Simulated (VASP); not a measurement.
# BaTiO3 (P4mm) in VASP: a series of runs

One crystal, BaTiO3, is run at these levels: PBE; tasks: relaxation of cell and atoms.

Everything below comes from runs of VASP 6.6.1. Logs are shortened: lines on timing, memory, paths and dates and some standing lists are left out, and cuts for length are marked.

## Step 1: Starting point

It takes space group P4mm (No. 99, tetragonal). The conventional cell has a = 4.000 Å, b = 4.000 Å, c = 4.018 Å, α = 90.00°, β = 90.00°, γ = 90.00°. Ba (site symmetry 4mm) has 12 O at 2.79 to 2.88 Å as nearest neighbours. Ti (site symmetry 4mm) is surrounded by 6 O at 1.89 to 2.13 Å. O (site symmetry 4mm) is surrounded by 2 Ti at 1.89 to 2.13 Å. Around O (site symmetry 2mm) lie 2 Ti at 2.00 Å.

## Step 2: Relaxation of cell and atoms, PBE

File INCAR:

```
  PREC = Accurate
  ENCUT = 300
  EDIFF = 1E-6
  ISMEAR = 0
  SIGMA = 0.03
  LREAL = F
  LASPH = T
  NELM = 80
  ALGO = Normal
  ISIF = 3
  LWAVE = F
  LCHARG = F
  GGA = PE
  IBRION = 2
  NSW = 90
  EDIFFG = -0.01
  KPAR = 2
```

File KPOINTS:

```
Automatic mesh
0
Gamma
  4 4 4
```

File POSCAR:

```
BaTiO3
1.0
    3.9998000000      0.0000000000      0.0000000000
    0.0000000000      3.9998000000      0.0000000000
    0.0000000000      0.0000000000      4.0180000000
Ba Ti O
1 1 3
Direct
    0.0000000000      0.0000000000      0.0000000000
    0.5000000000      0.5000000000      0.4900000000
    0.5000000000      0.5000000000      0.0190000000
    0.5000000000      0.0000000000      0.5170000000
    0.0000000000      0.5000000000      0.5170000000
```

Potentials or basis: VASP PAW PBE potentials, release 64 (Ba_sv, Ti_sv, O_s).

Started as:

```bash
> cat potpaw_PBE.64/Ba_sv/POTCAR potpaw_PBE.64/Ti_sv/POTCAR potpaw_PBE.64/O_s/POTCAR > POTCAR
> mpirun -np 2 vasp_std > vasp.out
```

OUTCAR:

```text
PREC = Accurate
   ENCUT = 300
   EDIFF = 1E-6
   ISMEAR = 0
   LREAL = F
   LASPH = T
   NELM = 80
   ISIF = 3
   GGA = PE
   IBRION = 2
   NSW = 90
   EDIFFG = -0.01

 ion  position               nearest neighbor table
   1  0.000  0.000  0.000-   4 2.79   5 2.79   5 2.79   4 2.79   3 2.83   3 2.83   3 2.83   3 2.83
                             4 2.88   5 2.88   5 2.88   4 2.88   2 3.45   2 3.45   2 3.45   2 3.45
   2  0.500  0.500  0.490-   3 1.89   4 2.00   5 2.00   4 2.00   5 2.00   3 2.13   1 3.45   1 3.45
                             1 3.45   1 3.45   1 3.49   1 3.49   1 3.49   1 3.49
   3  0.500  0.500  0.019-   2 1.89   2 2.13   1 2.83   1 2.83   1 2.83   1 2.83
   4  0.500  0.000  0.517-   2 2.00   2 2.00   1 2.79   1 2.79   1 2.88   1 2.88
   5  0.000  0.500  0.517-   2 2.00   2 2.00   1 2.79   1 2.79   1 2.88   1 2.88

  LATTYP: Found a simple tetragonal cell.
 ALAT       =     3.9998000000
 C/A-ratio  =     1.0045502275

  Lattice vectors:

 A1 = (   3.9998000000,   0.0000000000,   0.0000000000)
 A2 = (   0.0000000000,   3.9998000000,   0.0000000000)
 A3 = (   0.0000000000,   0.0000000000,   4.0180000000)

Analysis of symmetry for initial positions (statically):
=====================================================================
 Subroutine PRICEL returns:
 Original cell was already a primitive cell.

 Routine SETGRP: Setting up the symmetry group for a
 simple tetragonal supercell.

 Subroutine GETGRP returns: Found  8 space group operations
 (whereof  8 operations were pure point group operations)
 out of a pool of 16 trial point group operations.

The static configuration has the point symmetry C_4v.

Analysis of symmetry for dynamics (positions and initial velocities):
=====================================================================
 Subroutine PRICEL returns:
 Original cell was already a primitive cell.

 Routine SETGRP: Setting up the symmetry group for a
 simple tetragonal supercell.

 Subroutine GETGRP returns: Found  8 space group operations
 (whereof  8 operations were pure point group operations)
 out of a pool of 16 trial point group operations.

The dynamic configuration has the point symmetry C_4v.

 Subroutine INISYM returns: Found  8 space group operations
 (whereof  8 operations are pure point group operations),
 and found     1 'primitive' translations

----------------------------------------------------------------------------------------

                                     Primitive cell

  volume of cell :      64.2816

  direct lattice vectors                    reciprocal lattice vectors
     3.999800000  0.000000000  0.000000000     0.250012501  0.000000000  0.000000000
     0.000000000  3.999800000  0.000000000     0.000000000  0.250012501  0.000000000
     0.000000000  0.000000000  4.018000000     0.000000000  0.000000000  0.248880040

  length of vectors
     3.999800000  3.999800000  4.018000000     0.250012501  0.250012501  0.248880040

  position of ions in fractional coordinates (direct lattice)
     0.000000000  0.000000000  0.000000000
     0.500000000  0.500000000  0.490000000
     0.500000000  0.500000000  0.019000000
     0.500000000  0.000000000  0.517000000
     0.000000000  0.500000000  0.517000000

  ion indices of the primitive-cell ions
   primitive index   ion index
                 1           1
                 2           2
                 3           3
                 4           4
                 5           5

----------------------------------------------------------------------------------------

 KPOINTS: Automatic mesh

Automatic generation of k-mesh.
 Grid dimensions read from file:
 generate k-points for:    4    4    4

 Generating k-lattice:

  Cartesian coordinates                     Fractional coordinates (reciprocal lattice)
     0.062503125  0.000000000  0.000000000     0.250000000  0.000000000  0.000000000
     0.000000000  0.062503125  0.000000000     0.000000000  0.250000000  0.000000000
     0.000000000  0.000000000  0.062220010     0.000000000  0.000000000  0.250000000

  Length of vectors
     0.062503125  0.062503125  0.062220010

  Shift w.r.t. Gamma in fractional coordinates (k-lattice)
     0.000000000  0.000000000  0.000000000

 Subroutine IBZKPT returns following result:
 ===========================================

 Found     18 irreducible k-points:

 Following reciprocal coordinates:
            Coordinates               Weight
  0.000000  0.000000  0.000000      1.000000
  0.250000  0.000000  0.000000      4.000000
  0.500000  0.000000  0.000000      2.000000
  0.250000  0.250000  0.000000      4.000000
  0.500000  0.250000  0.000000      4.000000
  0.500000  0.500000  0.000000      1.000000
[... 10 lines left out ...]
  0.500000  0.250000  0.500000      4.000000
  0.500000  0.500000  0.500000      1.000000
   k-points           NKPTS =     18   k-points in BZ     NKDIM =     18   number of bands    NBANDS=     24
   number of dos      NEDOS =    301   number of ions     NIONS =      5
   total plane-waves  NPLWV =  13824
   dimension x,y,z NGX =    24 NGY =   24 NGZ =   24
   dimension x,y,z NGXF=    48 NGYF=   48 NGZF=   48
   ions per type =               1   1   3
   NGX,Y,Z   is equivalent  to a cutoff of   9.98,  9.98,  9.93 a.u.
   NGXF,Y,Z  is equivalent  to a cutoff of  19.95, 19.95, 19.86 a.u.
 SYSTEM =  unknown system
   PREC   = accura    normal or accurate (medium, high low for compatibility)
   ISTART =      0    job   : 0-new  1-cont  2-samecut
   ICHARG =      2    charge: 1-file 2-atom 10-const
   ISPIN  =      1    spin polarized calculation?
   LNONCOLLINEAR =      F non collinear calculations
   LSORBIT =      F    spin-orbit coupling
   LASPH  =      T    aspherical Exc in radial PAW
   ENCUT  =  300.0 eV  22.05 Ry    4.70 a.u.   5.65  5.65  5.67*2*pi/ulx,y,z
   NELM   =     80;   NELMIN=  2; NELMDL= -5     # of ELM steps
   EDIFF  = 0.1E-05   stopping-criterion for ELM
   LREAL  =      F    real-space projection
   EDIFFG = -.1E-01   stopping-criterion for IOM
   NSW    =     90    number of steps for IOM
   IBRION =      2    ionic relax: 0-MD 1-quasi-New 2-CG
   NFREE  =      1    steps in history (QN), initial steepest desc. (CG)
   ISIF   =      3    stress and relaxation
   ISYM   =      2    0-nonsym 1-usesym 2-fastsym
   POTIM  = 0.5000    time-step for ionic-motion
   TEBEG  =    0.0;   TEEND  =   0.0 temperature during run
   PSTRESS=    0.0 pullay stress
   NELECT =      40.0000    total number of electrons
   NUPDOWN=      -1.0000    fix difference up-down
   EMIN   =  10.00;   EMAX   =-10.00  energy-range for DOS
   EFERMI =   0.00;   METHOD = LEGACY
   ISMEAR =     0;   SIGMA  =   0.03  broadening in eV -4-tet -1-fermi 0-gaus
   EFERMI_NEDOS =   21; number of points for ismear=-14 and -15
   IALGO  =     38    algorithm
   IMIX   =      4    mixing-type and parameters
     AMIX     =   0.40;   BMIX     =  1.00
     AMIX_MAG =   1.60;   BMIX_MAG =  1.00
  volume/ion in A,a.u.               =      12.86        86.76
  Fermi-wavevector in a.u.,A,eV,Ry     =   1.397653  2.641181 26.578078  1.953434
  Thomas-Fermi vector in A             =   2.520888
   LORBIT       =      0    0 simple, 1 ext, 2 COOP (PROOUT), +10 PAW based schemes
   GGA     = PE    functional components
   LHFCALC =     F    Hartree Fock is set to
   AEXX    =    0.0000 exact exchange contribution
   IVDW    =     0    specifies the selected vdW correction
   LEPSILON=     F    determine dielectric tensor
   LRPA    =     F    only Hartree local field effects (RPA)
 conjugate gradient relaxation of ions
 non-spin polarized calculation
 Gauss-broadening in eV      SIGMA  =   0.03
  energy-cutoff  :      300.00
  volume of cell :       64.28
 maximum number of plane-waves:       770
 NGX is ok and might be reduce to    24
   NGX = 11   NGY = 11   NGZ = 11

--------------------------------------- Ionic step        1  -------------------------------------------

 number of electron      39.9999999 magnetization

 Free energy of the ion-electron system (eV)
  ---------------------------------------------------
  ext. energy  EPLUGINS =         0.00000000
  ---------------------------------------------------
  free energy    TOTEN  =       -39.95735992 eV

  energy without entropy =      -39.95735992  energy(sigma->0) =      -39.95735992

------------------------ aborting loop because EDIFF is reached ----------------------------------------

  FORCE on cell =-STRESS in cart. coord.  units (eV):
  Direction    XX          YY          ZZ          XY          YZ          ZX
  --------------------------------------------------------------------------------------
  -------------------------------------------------------------------------------------
  Total        1.1058410      1.1058410      1.4995404      0.0000000      0.0000000      0.0000000
  in kB       27.5623850     27.5623850     37.3750931      0.0000000      0.0000000      0.0000000
  external PRESSURE =      30.8332877 kB  Pullay stress =       0.0000000 kB
[... 98 lines left out ...]
  FREE ENERGIE OF THE ION-ELECTRON SYSTEM (eV)
  ---------------------------------------------------
  free  energy   TOTEN  =       -39.9706640945 eV

  energy  without entropy=      -39.9706640945  energy(sigma->0) =      -39.97066409

[... ionic steps 4 to 14 ...]

--------------------------------------- Ionic step       15  -------------------------------------------

 number of electron      40.0000015 magnetization

------------------------ aborting loop because EDIFF is reached ----------------------------------------

  FORCE on cell =-STRESS in cart. coord.  units (eV):
  Direction    XX          YY          ZZ          XY          YZ          ZX
  --------------------------------------------------------------------------------------
  -------------------------------------------------------------------------------------
  Total        0.0444186      0.0444186      0.0502122      0.0000000     -0.0000000      0.0000000
  in kB        1.0780689      1.0780689      1.2186841      0.0000000     -0.0000000      0.0000000
  external PRESSURE =       1.1249406 kB  Pullay stress =       0.0000000 kB
[... 63 lines left out ...]
  energy  without entropy=      -39.9852024733  energy(sigma->0) =      -39.98520247

--------------------------------------- Ionic step       17  -------------------------------------------

 number of electron      40.0000017 magnetization

 Free energy of the ion-electron system (eV)
  ---------------------------------------------------
  ext. energy  EPLUGINS =         0.00000000
  ---------------------------------------------------
  free energy    TOTEN  =       -39.98525495 eV

  energy without entropy =      -39.98525495  energy(sigma->0) =      -39.98525495

 E-fermi :   4.1609     XC(G=0): -11.0940

 val. band max:        4.0060207579   @ k =   0.5000   0.5000   0.5000
 cond. band min:       5.7668641467   @ k =   0.0000   0.0000   0.0000
 fundamental gap:      1.7608433888
 Fermi energy:         4.1608671336

 k-point     1 :       0.0000    0.0000    0.0000
  band No.  band energies     occupation
      1     -52.6238      2.00000
      2     -28.9467      2.00000
      3     -28.8556      2.00000
      4     -28.8556      2.00000
      5     -21.0562      2.00000
      6     -12.9368      2.00000
[... 507 lines left out ...]
  FREE ENERGIE OF THE ION-ELECTRON SYSTEM (eV)
  ---------------------------------------------------
  free  energy   TOTEN  =       -39.9852549494 eV

  energy  without entropy=      -39.9852549494  energy(sigma->0) =      -39.98525495

 reached required accuracy - stopping structural energy minimisation
```

Run time: 61 s. Hardware: 2 MPI ranks of Intel Xeon Platinum 8488C (Sapphire Rapids), shared host; peak memory 0.14 GiB.

These settings aren't checked as converged: the numbers below hold their error.

Results:

```
Free energy                            : -39.9853 eV
Relaxed volume                         : 13.21 Å³/atom
Relaxed cell                           : a = 4.001 Å, b = 4.001 Å, c = 4.125 Å, α = 90.00°, β = 90.00°, γ = 90.00°
Space group after relaxing (to 0.05 Å) : P4mm (No. 99)
Energy gained by relaxing              : 5.6 meV/atom
Ionic steps                            : 17
Largest force after relaxing           : 0.006 eV/Å
Band gap on the k mesh                 : 1.76 eV, indirect (least direct gap 2.25 eV)
```

Caveat: the cutoff is under 1.25 times the usual one of these potentials, so pressure, stress and relaxed cells hold a basis-set (Pulay) error; spin-orbit coupling is left out, which moves the levels of the heavy elements.

## Step 3: Relaxation of cell and atoms, PBE

This run uses another cell than the first one, of 13.21 Å³/atom, 1.027 times its volume.

INCAR, as its differences from that of step 2:

```diff
@@ -2,3 +2,3 @@
   ENCUT = 300
-  EDIFF = 1E-6
+  EDIFF = 1E-7
   ISMEAR = 0
@@ -15,3 +15,3 @@
   NSW = 90
-  EDIFFG = -0.01
+  EDIFFG = -0.005
   KPAR = 2
```

KPOINTS is that of step 2.

File POSCAR:

```
BaTiO3                                  
1.0
    4.0014687090      0.0000000000      0.0000000000
    0.0000000000      4.0014687090     -0.0000000000
    0.0000000000     -0.0000000000      4.1248193683
  Ba              Ti              O             
     1     1     3
Direct
     0.0000000000000000    0.0000000000000000    0.9958384261252218
     0.5000000000000000    0.5000000000000000    0.4785891867485141
     0.5000000000000000    0.5000000000000000    0.0324945318791556
     0.5000000000000000    0.0000000000000000    0.5180389276235574
     0.0000000000000000    0.5000000000000000    0.5180389276235574
```

Potentials or basis: VASP PAW PBE potentials, release 64 (Ba_sv, Ti_sv, O_s).

Started as:

```bash
> cat potpaw_PBE.64/Ba_sv/POTCAR potpaw_PBE.64/Ti_sv/POTCAR potpaw_PBE.64/O_s/POTCAR > POTCAR
> mpirun -np 2 vasp_std > vasp.out
```

Run time: 44 s. Hardware: 2 MPI ranks of Intel Xeon Platinum 8488C (Sapphire Rapids), shared host; peak memory 0.13 GiB.

The run converged, but some of its settings lie outside the range that counts as converged, so its numbers aren't taken as properties of the crystal.

Results:

* Free energy: -40.0098 eV
* Relaxed volume: 13.28 Å³/atom
* Relaxed cell: a = 3.998 Å, b = 3.998 Å, c = 4.154 Å, α = 90.00°, β = 90.00°, γ = 90.00°
* Space group after relaxing (to 0.05 Å): P4mm (No. 99)
* Energy gained by relaxing: 0.2 meV/atom
* Ionic steps: 13
* Band gap on the k mesh: 1.76 eV, indirect (least direct gap 2.27 eV)

Caveat: the cutoff is under 1.25 times the usual one of these potentials, so pressure, stress and relaxed cells hold a basis-set (Pulay) error; spin-orbit coupling is left out, which moves the levels of the heavy elements.

## Step 4: Relaxation of cell and atoms, PBE

File INCAR:

```
SYSTEM = BaTiO3
PREC = Accurate ; ENCUT = 300
EDIFF = 1E-6 ; ISMEAR = 0
SIGMA = 0.03 ; LREAL = .False.
LASPH = .True. ; NELM = 80
ALGO = Normal ; ISIF = 3
LWAVE = .False. ; LCHARG = .False.
GGA = PE ; IBRION = 2
NSW = 90 ; EDIFFG = -0.01
KPAR = 2
```

File KPOINTS:

```
regular mesh
0
Gamma
  4 4 4
  0 0 0
```

File POSCAR:

```
BaTiO3
1.0
    3.9998000000      0.0000000000      0.0000000000
    0.0000000000      3.9998000000      0.0000000000
    0.0000000000      0.0000000000      4.0180000000
Ba Ti O
1 1 3
Direct
    0.0000000000      0.0000000000      0.0000000000
    0.5000000000      0.5000000000      0.4900000000
    0.5000000000      0.5000000000      0.0190000000
    0.5000000000      0.0000000000      0.5170000000
    0.0000000000      0.5000000000      0.5170000000
```

Started as:

```bash
> cat potpaw_PBE.64/Ba_sv/POTCAR potpaw_PBE.64/Ti_sv/POTCAR potpaw_PBE.64/O_s/POTCAR > POTCAR
> mpirun -np 2 vasp_std > vasp.out
```

It took 55 s on 2 MPI ranks of Intel Xeon Platinum 8488C (Sapphire Rapids), shared host; peak memory 0.13 GiB.

The run converged, but some of its settings lie outside the range that counts as converged, so its numbers aren't taken as properties of the crystal.

What came out:

* Free energy: -39.9853 eV
* Relaxed volume: 13.21 Å³/atom
* Relaxed cell: a = 4.001 Å, b = 4.001 Å, c = 4.125 Å, α = 90.00°, β = 90.00°, γ = 90.00°
* Space group after relaxing (to 0.05 Å): P4mm (No. 99)
* Energy gained by relaxing: 5.6 meV/atom
* Ionic steps: 17
* Largest force after relaxing: 0.006 eV/Å
* Band gap on the k mesh: 1.76 eV, indirect (least direct gap 2.25 eV)

Caveat: the cutoff is under 1.25 times the usual one of these potentials, so pressure, stress and relaxed cells hold a basis-set (Pulay) error; spin-orbit coupling is left out, which moves the levels of the heavy elements.

[end of part 1 of 2]
